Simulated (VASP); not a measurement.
## InAs in VASP 6.6.1, single-point calculation

INCAR

```
ENCUT = 520
NELM = 120
PREC = Low
EDIFF = 1E-7
ISMEAR = -5
NSW = 0
LREAL = .FALSE.
LASPH = .TRUE.
LCHARG = .FALSE.
LWAVE = .FALSE.
NBANDS = 16
SIGMA = 0.1
IBRION = -1
GGA = PE
ISIF = 2
```

KPOINTS

```
KPOINTS created by Atomic Simulation Environment
0
Gamma
8 8 8
0 0 0
```

POSCAR

```
In As
 1.0000000000000000
     0.0000000000000000    3.0240445682999999    3.0866526351000001
     3.0240445682999999    0.0000000000000000    3.0866526351000001
     3.0240445682999999    3.0240445682999999    0.0000000000000000
 In  As
   1   1
Cartesian
  0.0000000000000000  0.0000000000000000  0.0000000000000000
  1.5120222841500000  1.5120222841500000  1.5433263175500005
```

The recommended PBE PAW datasets give the neutral cell 18 valence electrons.

Command

```
mpirun -np 1 vasp_std
```

OSZICAR

```
N       E                     dE             d eps       ncg     rms          rms(c)
DAV:   1     0.112973685912E+03    0.11297E+03   -0.82888E+03  1904   0.120E+03
DAV:   2    -0.156046810148E+00   -0.11313E+03   -0.10868E+03  2056   0.297E+02
DAV:   3    -0.776196882358E+01   -0.76059E+01   -0.75685E+01  2440   0.753E+01
DAV:   4    -0.795500356834E+01   -0.19303E+00   -0.19298E+00  2400   0.133E+01
DAV:   5    -0.796396504005E+01   -0.89615E-02   -0.89613E-02  2784   0.240E+00    0.440E+00
DAV:   6    -0.771685374818E+01    0.24711E+00   -0.37225E-01  2984   0.101E+01    0.244E+00
DAV:   7    -0.769332859088E+01    0.23525E-01   -0.11334E-01  2592   0.292E+00    0.718E-01
DAV:   8    -0.769448471965E+01   -0.11561E-02   -0.13095E-02  2400   0.129E+00    0.183E-01
DAV:   9    -0.769509239431E+01   -0.60767E-03   -0.97808E-04  2328   0.274E-01    0.107E-01
DAV:  10    -0.769525301466E+01   -0.16062E-03   -0.18936E-04  2496   0.189E-01    0.595E-02
DAV:  11    -0.769530153141E+01   -0.48517E-04   -0.11277E-04  2176   0.114E-01    0.388E-02
DAV:  12    -0.769530198052E+01   -0.44911E-06   -0.62740E-06  2320   0.276E-02    0.731E-03
DAV:  13    -0.769530234513E+01   -0.36461E-06   -0.19246E-06  2328   0.748E-03    0.286E-03
DAV:  14    -0.769530236377E+01   -0.18645E-07   -0.11258E-07  2264   0.290E-03
   1 F= -.76953024E+01 E0= -.76953024E+01  d E =0.000000E+00
```

From OUTCAR

```
k-points           NKPTS =     59   k-points in BZ     NKDIM =     59   number of bands    NBANDS=     16

   NELECT =      18.0000    total number of electrons

   dimension x,y,z NGX =    24 NGY =   24 NGZ =   24
   dimension x,y,z NGXF=    24 NGYF=   24 NGZF=   24

  energy-cutoff  :      520.00
  volume of cell :       56.45
      direct lattice vectors                 reciprocal lattice vectors
     0.000000000  3.024044568  3.086652635    -0.165341479  0.165341479  0.161987777
     3.024044568  0.000000000  3.086652635     0.165341479 -0.165341479  0.161987777
     3.024044568  3.024044568  0.000000000     0.165341479  0.165341479 -0.161987777

 k-points in reciprocal lattice and weights: KPOINTS created by Atomic Simulation Env
   0.00000000  0.00000000  0.00000000       0.002
   0.12500000  0.00000000  0.00000000       0.016
   0.25000000  0.00000000  0.00000000       0.016
   0.37500000 -0.00000000  0.00000000       0.016
   0.50000000  0.00000000  0.00000000       0.008
   0.12500000  0.12500000  0.00000000       0.004
   0.25000000  0.12500000  0.00000000       0.016
   0.37500000  0.12500000  0.00000000       0.016
   ...

 E-fermi :   4.3312

 k-point     1 :       0.0000    0.0000    0.0000
  band No.  band energies     occupation
      1     -10.0582      2.00000
      2     -10.0508      2.00000
      3     -10.0508      2.00000
      4      -9.9370      2.00000
      5      -9.9341      2.00000
      6      -7.4277      2.00000
      7       3.9932      2.00000
      8       4.2311      2.00000
      9       4.3315      2.00000
     10       4.3315      0.00000
     11       8.1845      0.00000
     12       8.1847      0.00000
     13       8.2259      0.00000
     14      11.7351      0.00000
     15      13.7414      0.00000
     16      14.0964      0.00000

 k-point     2 :       0.1250    0.0000    0.0000
  band No.  band energies     occupation
      1     -10.0718      2.00000
      2     -10.0498      2.00000
      3     -10.0455      2.00000
      4      -9.9373      2.00000
      5      -9.9339      2.00000
      6      -7.2725      2.00000
      7       2.3994      2.00000
      8       4.0734      2.00000
      9       4.1524      2.00000
     10       5.3343      0.00000
     11       8.3130      0.00000
     12       8.4623      0.00000
     13       8.4996      0.00000
     14      12.5492      0.00000
     15      12.9545      0.00000
     16      13.1896      0.00000

 k-point     3 :       0.2500    0.0000    0.0000
  band No.  band energies     occupation
      1     -10.1127      2.00000
      2     -10.0385      2.00000
      3     -10.0339      2.00000
      4      -9.9367      2.00000
      5      -9.9320      2.00000
      6      -6.8478      2.00000
      7       0.6390      2.00000
      8       3.6944      2.00000
      9       3.7986      2.00000
     10       5.4895      0.00000
     11       8.8628      0.00000
     12       8.9171      0.00000
     13       9.4081      0.00000
     14      12.5826      0.00000
     15      12.8454      0.00000
     16      12.8764      0.00000

 ...

  Total        1.0234597      1.0234597      0.7815584      0.0000000      0.0000000      0.0000000
  in kB       29.0460578     29.0460578     22.1808357      0.0000000      0.0000000      0.0000000
  external PRESSURE =      26.7576504 kB  Pullay stress =       0.0000000 kB

 POSITION                                       TOTAL-FORCE (eV/Angst)
 -----------------------------------------------------------------------------------
      0.00000      0.00000      0.00000         0.000000      0.000000      0.000000
      1.51202      1.51202      1.54333        -0.000000     -0.000000     -0.000000
 -----------------------------------------------------------------------------------
    total drift:                               -0.000067     -0.000067     -0.000119

  FREE ENERGIE OF THE ION-ELECTRON SYSTEM (eV)
  ---------------------------------------------------
  free  energy   TOTEN  =        -7.6953023638 eV

  energy  without entropy=       -7.6953023638  energy(sigma->0) =       -7.69530236
```

It converged. Results: gap between bands v and c on the k mesh 0.00 eV; least direct gap on the k mesh 0.00 eV; pressure 2.7 GPa. Band v is the last that the valence electrons fill when counted band by band, and c is the next.

For comparison, a separate PBE run of the intended cell, on usual settings and not on those above, gives a gap of 0.00 eV on its mesh and a pressure of 2.6 GPa.

The run above took about 21 s on one core of a shared host (Intel Xeon Platinum 8488C) and held 0.15 GiB at most.
